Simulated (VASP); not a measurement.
C: relaxation of cell and atoms with LDA

The system is C.

```
C
1.0
     2.12732   -1.22828    0.00000
     2.12732    1.22828    0.00000
    -1.37907    0.00000    3.50283
C
2
Cartesian
  -0.6699 0.0000 3.5025
  3.5455 0.0000 0.0003
```

This is a stacking variant of graphite.

```json
{
 "Program": "VASP 6.6.1",
 "Task": "relaxation of cell and atoms",
 "Functional": "LDA",
 "Potentials or basis": "VASP PAW LDA potentials, release 64 (C)",
 "Cutoff": "600 eV",
 "k mesh": "12 × 12 × 8",
 "Occupations": "gaussian, width 0.02 eV",
 "Spin": "no spin polarisation",
 "Ladder": "gaps",
 "Further INCAR settings": "ALGO = Fast; EDIFF = 1e-07; IBRION = 2; EDIFFG = -0.02; NSW = 40; ISIF = 3"
}
```

```
Relaxed volume                         : 8.48 Å³/atom
Relaxed cell                           : a = 2.446 Å, b = 2.446 Å, c = 3.553 Å, α = 109.72°, β = 109.72°, γ = 60.01°
Space group after relaxing (to 0.05 Å) : R-3m (No. 166)
Energy gained by relaxing              : 5.0 meV/atom
Ionic steps                            : 11
Pressure after relaxing                : 0.0 GPa
Largest force after relaxing           : 0.011 eV/Å
Band gap on the k mesh                 : 0.73 eV, indirect (least direct gap 0.75 eV)
```

Forces on the atoms (eV/Å):
```
C    0.010  0.000 -0.004
C   -0.010  0.000  0.004
```

Stress tensor (GPa, compression positive):
```
 0.21  0.00 -0.06
 0.00 -0.12  0.00
-0.06  0.00 -0.07
```

The path:
```tsv
step	energy change (eV)	largest force (eV/Å)	pressure (GPa)	volume (Å³)
1	0.0000	0.0105	-3.82	18.31
2	0.0099	0.0138	7.69	17.73
3	-0.0026	0.0050	-0.40	18.13
4	-0.0033	0.0053	-0.39	18.05
5	-0.0053	0.0322	-0.37	17.84
6	-0.0084	0.0857	-0.29	17.40
7	-0.0080	0.1866	0.16	16.54
8	-0.0095	0.1273	-0.16	17.04
9	-0.0097	0.1507	-0.02	16.96
10	-0.0098	0.0795	-0.07	16.99
11	-0.0100	0.0106	0.01	16.95
```

Final structure:
```
C
1.0
     2.11797   -1.22314   -0.00365
     2.11797    1.22314   -0.00365
    -1.37901    0.00000    3.27438
C
2
Direct
  0.16656 0.16656 0.99972
  0.83344 0.83344 0.00028
```

Levels at points of the mesh, in eV from the valence-band top:
```
           k point  band 1  band 2  band 3  band 4  band 5  band 6  band 7  band 8
(0.00, 0.00, 0.00)  -19.29   -6.18   -2.61   -2.61    4.39    8.85    8.86   11.88
(0.50, 0.00, 0.00)  -13.79  -12.96   -6.03   -1.59    2.40    8.34   12.10   12.65
(0.50, 0.50, 0.00)  -13.64  -12.86   -6.11   -2.42    1.59    7.83   13.52   15.43
(0.00, 0.00, 0.50)  -18.90   -8.49   -2.64   -2.63    8.79    8.79   11.06   12.14
(0.50, 0.00, 0.50)  -13.64  -12.85   -6.10   -2.47    1.54    7.84   13.58   15.62
(0.50, 0.50, 0.50)  -13.78  -12.96   -6.04   -1.63    2.34    8.33   12.17   12.78
```

Run time: 3.8 min on 1 thread of Intel(R) Xeon(R) Platinum 8488C (Sapphire Rapids) (shared host), peak memory 0.17 GiB.

A k mesh can miss the band edges.
